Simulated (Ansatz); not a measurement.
# Residual resistivity of an alloy: Ir(111) with 4 layers of random Ir-Ru, 2x2, part 2 of 2

Aim: the residual resistivity of a random alloy, from Ir(111) with 4 layers of random Ir-Ru, 2x2 and longer regions.

Ansatz 0.2.0; Ansatz plane-wave DFT, PBE, PAW files; ballistic transport by layer matching (Landauer), zero bias; PAW set soft_1.

So far. Step 3 (With 8 alloy layers): Over the solved energies the transmission per spin lies between 4.06 and 4.18, out of 6.06 channels of the lead on average (up to 6.26).

## (4) With 12 alloy layers

In 12 layers a share of 0.5 of the sites is given to Ru at random. A fresh draw is used; the growth of the resistance with length is what counts.

System of this step: Ir(111) with 12 layers of random Ir-Ru, 2x2. The cell holds 72 atoms: 48 Ir and 24 Ru. Its edges and angles: a = 5.430 Å, b = 5.430 Å, c = 39.900 Å, α = 90.0°, β = 90.0°, γ = 120.0°. It derives from Ir. Regions: lead, 24 atoms (24 Ir); scattering region, 48 atoms (24 Ru and 24 Ir). The structure is stacked along c, and the current runs across the ab planes.

File input.yaml:

```yaml
crystal:
  lattice:
    - [5.4297315514, 0.0, 0.0]
    - [-2.7148657757, 4.7022854592, 0.0]
    - [0.0, 0.0, 39.9002152235]
  atoms:
    - { symbol: Ir, position: [0.0, 0.0, 0.0277777778] }
    - { symbol: Ir, position: [0.0, 0.5, 0.0277777778] }
    - { symbol: Ir, position: [0.5, 0.0, 0.0277777778] }
    - { symbol: Ir, position: [0.5, 0.5, 0.0277777778] }
    - { symbol: Ir, position: [0.1666666667, 0.3333333333, 0.0833333333] }
    - { symbol: Ir, position: [0.1666666667, 0.8333333333, 0.0833333333] }
    - { symbol: Ir, position: [0.6666666667, 0.3333333333, 0.0833333333] }
    - { symbol: Ir, position: [0.6666666667, 0.8333333333, 0.0833333333] }
    - { symbol: Ir, position: [0.3333333333, 0.1666666667, 0.1388888889] }
    - { symbol: Ir, position: [0.3333333333, 0.6666666667, 0.1388888889] }
    - { symbol: Ir, position: [0.8333333333, 0.1666666667, 0.1388888889] }
    - { symbol: Ir, position: [0.8333333333, 0.6666666667, 0.1388888889] }
    - { symbol: Ru, position: [0.0, 0.0, 0.1944444444] }
    - { symbol: Ir, position: [0.0, 0.5, 0.1944444444] }
    - { symbol: Ru, position: [0.5, 0.0, 0.1944444444] }
    - { symbol: Ru, position: [0.5, 0.5, 0.1944444444] }
    - { symbol: Ru, position: [0.1666666667, 0.3333333333, 0.25] }
    - { symbol: Ir, position: [0.1666666667, 0.8333333333, 0.25] }
    - { symbol: Ru, position: [0.6666666667, 0.3333333333, 0.25] }
    - { symbol: Ir, position: [0.6666666667, 0.8333333333, 0.25] }
    - { symbol: Ir, position: [0.3333333333, 0.1666666667, 0.3055555556] }
    - { symbol: Ir, position: [0.3333333333, 0.6666666667, 0.3055555556] }
    - { symbol: Ir, position: [0.8333333333, 0.1666666667, 0.3055555556] }
    - { symbol: Ir, position: [0.8333333333, 0.6666666667, 0.3055555556] }
    - { symbol: Ru, position: [0.0, 0.0, 0.3611111111] }
    - { symbol: Ru, position: [0.0, 0.5, 0.3611111111] }
    - { symbol: Ir, position: [0.5, 0.0, 0.3611111111] }
    - { symbol: Ir, position: [0.5, 0.5, 0.3611111111] }
    - { symbol: Ru, position: [0.1666666667, 0.3333333333, 0.4166666667] }
    - { symbol: Ru, position: [0.1666666667, 0.8333333333, 0.4166666667] }
    - { symbol: Ir, position: [0.6666666667, 0.3333333333, 0.4166666667] }
    - { symbol: Ir, position: [0.6666666667, 0.8333333333, 0.4166666667] }
    - { symbol: Ru, position: [0.3333333333, 0.1666666667, 0.4722222222] }
    - { symbol: Ru, position: [0.3333333333, 0.6666666667, 0.4722222222] }
    - { symbol: Ru, position: [0.8333333333, 0.1666666667, 0.4722222222] }
    - { symbol: Ru, position: [0.8333333333, 0.6666666667, 0.4722222222] }
    - { symbol: Ir, position: [0.0, 0.0, 0.5277777778] }
    - { symbol: Ru, position: [0.0, 0.5, 0.5277777778] }
    - { symbol: Ir, position: [0.5, 0.0, 0.5277777778] }
    - { symbol: Ru, position: [0.5, 0.5, 0.5277777778] }
    - { symbol: Ru, position: [0.1666666667, 0.3333333333, 0.5833333333] }
    - { symbol: Ru, position: [0.1666666667, 0.8333333333, 0.5833333333] }
    - { symbol: Ru, position: [0.6666666667, 0.3333333333, 0.5833333333] }
    - { symbol: Ir, position: [0.6666666667, 0.8333333333, 0.5833333333] }
    - { symbol: Ir, position: [0.3333333333, 0.1666666667, 0.6388888889] }
    - { symbol: Ir, position: [0.3333333333, 0.6666666667, 0.6388888889] }
    - { symbol: Ir, position: [0.8333333333, 0.1666666667, 0.6388888889] }
    - { symbol: Ru, position: [0.8333333333, 0.6666666667, 0.6388888889] }
    - { symbol: Ir, position: [0.0, 0.0, 0.6944444444] }
    - { symbol: Ir, position: [0.0, 0.5, 0.6944444444] }
    - { symbol: Ir, position: [0.5, 0.0, 0.6944444444] }
    - { symbol: Ir, position: [0.5, 0.5, 0.6944444444] }
    - { symbol: Ir, position: [0.1666666667, 0.3333333333, 0.75] }
    - { symbol: Ru, position: [0.1666666667, 0.8333333333, 0.75] }
    - { symbol: Ru, position: [0.6666666667, 0.3333333333, 0.75] }
    - { symbol: Ru, position: [0.6666666667, 0.8333333333, 0.75] }
    - { symbol: Ir, position: [0.3333333333, 0.1666666667, 0.8055555556] }
    - { symbol: Ir, position: [0.3333333333, 0.6666666667, 0.8055555556] }
    - { symbol: Ru, position: [0.8333333333, 0.1666666667, 0.8055555556] }
    - { symbol: Ru, position: [0.8333333333, 0.6666666667, 0.8055555556] }
    - { symbol: Ir, position: [0.0, 0.0, 0.8611111111] }
    - { symbol: Ir, position: [0.0, 0.5, 0.8611111111] }
    - { symbol: Ir, position: [0.5, 0.0, 0.8611111111] }
    - { symbol: Ir, position: [0.5, 0.5, 0.8611111111] }
    - { symbol: Ir, position: [0.1666666667, 0.3333333333, 0.9166666667] }
    - { symbol: Ir, position: [0.1666666667, 0.8333333333, 0.9166666667] }
    - { symbol: Ir, position: [0.6666666667, 0.3333333333, 0.9166666667] }
    - { symbol: Ir, position: [0.6666666667, 0.8333333333, 0.9166666667] }
    - { symbol: Ir, position: [0.3333333333, 0.1666666667, 0.9722222222] }
    - { symbol: Ir, position: [0.3333333333, 0.6666666667, 0.9722222222] }
    - { symbol: Ir, position: [0.8333333333, 0.1666666667, 0.9722222222] }
    - { symbol: Ir, position: [0.8333333333, 0.6666666667, 0.9722222222] }
kpoints:
  mp_grid: { grid: [5, 5, 1] }
hamiltonian:
  xc: pbe
  pseudopotentials: { kind: paw, azcp: { folder: soft_1 } }
scf:
  occupations: { method: fermi_dirac, width: 0.1 }
output:
  transmission:
    leads: [[0, 4]]
    kmesh: [10, 10]
    e_range: [-0.05, 0.05]
    de: 0.05
  write_potential: true
  write_density: true
  volumetric_format: npy
```

Started as:

```console
$ ansatz run input.yaml --threads 4 --pin off --max-ram 15360MiB --backend cpu --events-out ev --progress --plain --runs-dir out
```

Numbers of over 12 decimals in the logs are rounded to 6 here.

The log of the run:

```text
[...]
Crystal: 72 atoms, lattice volume = 1018.738 Å³
Basis set: ecut = 420 eV, 19879 PW (Γ)
Bands: 720, of which v1, the nominal top of the filled ones, is band 600 counted from 1 (599 counted from 0)
Symmetry: 1 space group operations
[...]
k-points: 13 of 25 (time reversal used)
[...]
SCF iter   1: F=—  HF=-714089.612611 eV  |F-HF|=—  |Δ(HF+E_count)|=         —  Δρ=1.13e-1  dr2=2.53e2  ethr=3.10e-3  ⟨swp⟩=5.0  Hψ=28310  notcnv=0  defer=95
[...]
SCF iter  11: F=-714059.513236 eV  HF=-714059.513236 eV  |F-HF|=2.47e-8  |Δ(HF+E_count)|=  2.33e-10  Δρ=3.82e-7  dr2=2.51e-8  ethr=8.33e-12  ⟨swp⟩=8.0  Hψ=21805  notcnv=0
SCF 1 converged in 11 iterations: F = -714059.513236 eV  dr2 = 2.51e-8
[...]
transmission: 381 of 3796 steps passed
transmission: 761 of 3796 steps passed
[...]
transmission: 3796 of 3796 steps passed
SCF converged after 11 iterations
Free energy (F): -714059.513236 eV
[...]
Internal energy: -714057.439152 eV  (E = F + TS)
E sigma→0 (E₀):  -714058.476194 eV
Entropy (-TS):   -2.074084 eV (-28.807 meV/atom)
Fermi energy:    24.522384 eV
[...]
--- Band table (eV; the first three rows and the last of 13) ---
  k-point 0: bands = [... 596 lower, 25.4250, 25.4429, 25.4499, 25.4566, 25.4913, 25.4924, 25.4945, 25.5050, ... 116 higher]
  k-point 1: bands = [... 596 lower, 24.9658, 25.0030, 25.0161, 25.0210, 25.0582, 25.0945, 25.1034, 25.1173, ... 116 higher]
  k-point 2: bands = [... 596 lower, 24.0919, 24.1152, 24.1372, 24.1456, 24.1688, 24.1790, 24.2068, 24.2306, ... 116 higher]
  k-point 12: bands = [... 596 lower, 24.4621, 24.4706, 24.4840, 24.4989, 24.5095, 24.5294, 24.5457, 24.5773, ... 116 higher]
--- Transmission ---
  basis      : 223 plane waves across, 73 finite elements along
  points     : 52, standing for a mesh of 10 x 10
[...]
channels       : 6.020000e0 a spin
[...]
junction   : crystal 0 to crystal 0, 0.70 to 38.38 Å
    transmission   : 3.893196e0 a spin
[...]
```

Elapsed: 27 min, on 4 threads of Arm Neoverse V1, shared host; peak memory 7.6 GiB.

Numbers from this step:

```yaml
free_energy: -714059.5132 eV
energy_at_zero_smearing: -714058.4762 eV
fermi_energy: 24.52 eV
transmission_per_spin_nearest_the_fermi_level: 3.893
step_of_the_lead_s_potential: 26.3 meV
```

Per spin. The transmission, zone mean by energy, zero at the Fermi level:

| energy (eV) | transmission, zone mean |
| --- | --- |
| -0.0500 | 3.90 |
| 0.0000 | 3.89 |
| 0.0500 | 3.84 |

Over the solved energies the transmission per spin lies between 3.84 and 3.90, out of 6.06 channels of the lead on average (up to 6.26). The log calls the step of a lead's potential too much.

## (5) Resistance against length

This step: Ansatz plane-wave DFT, PBE, PAW files; ballistic transport by layer matching (Landauer), zero bias; residual resistivity from the slope of the area resistance, atoms on the host's lattice; PAW set soft_1 (Ansatz 0.2.0).

Numbers from this step:

```
resistivity           : 6.976 µΩ cm
intercept             : 0.1253 fΩ m²
scatter about the fit : 0.007150 fΩ m²
```

Resistance, by row:

| run | length (Å) | T | channels N | RA (fΩ m²) |
| --- | --- | --- | --- | --- |
| n4 | 8.867 | 4.51 | 6.007 | 0.1821 |
| n8 | 17.73 | 4.104 | 6.06 | 0.2592 |
| n12 | 26.6 | 3.879 | 6.06 | 0.3058 |

Table of area resistance by length of the alloy:

| length of the alloy (Å) | area resistance (fΩ m²) |
| --- | --- |
| 8.87 | 0.182 |
| 17.73 | 0.259 |
| 26.60 | 0.306 |

The area resistance goes from 0.18 to 0.31 fΩ m² between 8.9 and 26.6 Å, a slope of 7.0 µΩ cm.

By hand from the end points: (0.3058 − 0.1821) fΩ m² / (26.60 − 8.87) Å = 7.0 µΩ cm, since 1 fΩ m² per Å is 1000 µΩ cm.

## (6) What came out

```
resistivity from the slope  : 6.98 µΩ cm
area resistance over 8.87 Å : 0.182 fΩ m²
area resistance over 17.7 Å : 0.259 fΩ m²
area resistance over 26.6 Å : 0.306 fΩ m²
```

What this shows: The slope gives 7.0 µΩ cm. The points scatter by 0.0072 fΩ m² about the line, with one random draw a length in a 2x2 cell, so the slope is a rough value. Read with a model of isotropic scattering on a spherical Fermi surface and the lead's 1.8×10¹⁵ S/m², this slope means a mean free path near 65 Å (a rough figure, since the alloy's own channel count differs); over these lengths the model's slope is 1.10 times its bulk resistivity, which would be 6.4 µΩ cm. The atoms sit on the host's lattice, so scattering by size misfit is left out. With 50 % of Ru, whose own structure is another, this is a hypothetical phase. Spin-orbit coupling is left out, which matters for Ir. A lead's potential steps by up to 30 meV from period to period, which the log calls too much, so longer leads could move the result.

[Logs are printed without paths, hosts, clocks, repeated set-up lines and the standing remarks that a program may print on its own settings, such as how far it seeks lower states.]

[Hosts, paths, dates, database ids (printed as entryN), source tags and the programs' standing remarks are cut or masked in the printed files.]
